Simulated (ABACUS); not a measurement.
## Pd: relaxation of cell and atoms with BLYP

Crystal: Pd.

```
CELL_PARAMETERS angstrom
0.00000 1.94650 1.94650
1.94650 0.00000 1.94650
1.94650 1.94650 0.00000
ATOMIC_POSITIONS crystal
Pd 0.00000 0.00000 0.00000
```

```
Program                                       : ABACUS 3.10.1
Task                                          : relaxation of cell and atoms
Functional                                    : BLYP
Potentials or basis                           : Ansatz NC PBE
Cutoff                                        : 1116 eV
Density cutoff                                : 4463 eV
Basis                                         : plane waves
k mesh                                        : 10 × 10 × 10
Occupations                                   : fermi-dirac, width 0.05 eV
Spin                                          : no spin polarisation
Max steps of the relaxation                   : 60
Force threshold                               : 0.02 eV/Å
Optimiser                                     : cg
Stress threshold                              : 0.2 kbar
Radial cutoff of the potentials (pseudo_rcut) : 10 bohr
SCF threshold on the density                  : 1e-08
Max SCF steps                                 : 100
Eigensolver                                   : dav
Mixing                                        : broyden
Mixing share                                  : 0.7
Symmetry key                                  : 1
Bands                                         : 13
```

```yaml
Relaxed_volume: 16.29 Å³/atom
Relaxed_cell: a = 2.845 Å, b = 2.845 Å, c = 2.845 Å, α = 60.00°, β = 60.00°, γ = 60.00°
Space_group_after_relaxing_to_0.05_Å: Fm-3m (No. 225)
Energy_gained_by_relaxing: 78.3 meV/atom
Ionic_steps: 7
Pressure_after_relaxing: 0.0 GPa
Band_gap_on_the_k_mesh: none (metal or under the smearing width)
```

Step by step:
```
step  energy change (eV)  largest force (eV/Å)  pressure (GPa)  volume (Å³)
   1              0.0000                0.0000           18.05        14.75
   2              0.0489                0.0000          -14.78        18.74
   3             -0.0782                0.0000           -0.48        16.35
   4             -0.0782                0.0000           -0.58        16.35
   5             -0.0782                0.0000            0.64        16.22
   6             -0.0783                0.0000           -0.04        16.29
   7             -0.0783                0.0000           -0.02        16.29
```

Final structure:
```
Pd
1.0
     0.00000    2.01205    2.01205
     2.01205    0.00000    2.01205
     2.01205    2.01205    0.00000
Pd
1
Direct
  0.00000 0.00000 0.00000
```

Levels at points of the mesh, in eV from the Fermi level:
| k point | band 5 | band 6 | band 7 | band 8 | band 9 | band 10 | band 11 |
| --- | --- | --- | --- | --- | --- | --- | --- |
| (0.00, 0.00, 0.00) | -6.30 | -2.44 | -2.44 | -2.44 | -1.08 | -1.08 | 17.25 |
| (0.50, 0.50, 0.50) | -4.55 | -2.48 | -2.48 | -0.04 | -0.04 | 1.44 | 6.55 |
| (0.50, 0.50, 0.00) | -4.58 | -4.35 | -0.08 | 0.23 | 0.23 | 3.51 | 9.80 |

Run time: 29 s on 4 MPI ranks on Intel(R) Xeon(R) Platinum 8259CL CPU @ 2.50GHz (Skylake/Cascade Lake) (shared host), peak memory 0.36 GiB a rank.

Caveat: the potentials were made for another functional, which shifts forces and pressure; the volume moved by +10 % from the deposited cell, more than functionals usually miss. Zero-point motion and thermal expansion aren't in these numbers.
